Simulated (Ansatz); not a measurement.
Zr, DFT, PBE, all-electron LAPW, non-relativistic (Ansatz 0.2.0), run on 1 thread of Arm Neoverse V1 on a shared host.

The cell was built from the bcc type and relaxed in the same program, and has space group Im-3m; it needn't be a known or the stable phase.

Command: `ansatz run input.yaml --threads 1 --pin off --max-ram 2048MiB --backend cpu --events-out ev --progress --plain --runs-dir out`

```yaml
crystal:
  lattice:
    - [-1.7874363926, 1.7874363926, 1.7874363926]
    - [1.7874363926, -1.7874363926, 1.7874363926]
    - [1.7874363926, 1.7874363926, -1.7874363926]
  atoms:
    - { symbol: Zr, position: [0.0, 0.0, 0.0] }
kpoints:
  mp_grid: { grid: [16, 16, 16] }
  band_path:
    path:
      - [0.0, 0.0, 0.0]
      - [0.5, -0.5, 0.5]
      - [0.0, 0.0, 0.5]
      - [0.0, 0.0, 0.0]
      - [0.25, 0.25, 0.25]
      - [0.5, -0.5, 0.5]
      - [0.25, 0.25, 0.25]
      - [0.0, 0.0, 0.5]
    npoints: 5
scf:
  occupations: { method: fermi_dirac, width: 0.05 }
hamiltonian:
  xc: pbe
  pseudopotentials:
    kind: all_electron
    lapw: { basis_error: 0.00025 }
    relativity: none
output:
  forces: true
  stress: true
  eigenvalues: true
```

Question: How large is the problem that the program sets up?

Answer: 145 irreducible k-points, 177 plane waves at Γ, 18 bands.

Question: About how long does it take, and how much memory does it use?

Answer: 14 s of wall time for 7 SCF iterations, with a peak of 0.33 GiB. Times on shared machines scatter by tens of per cent.
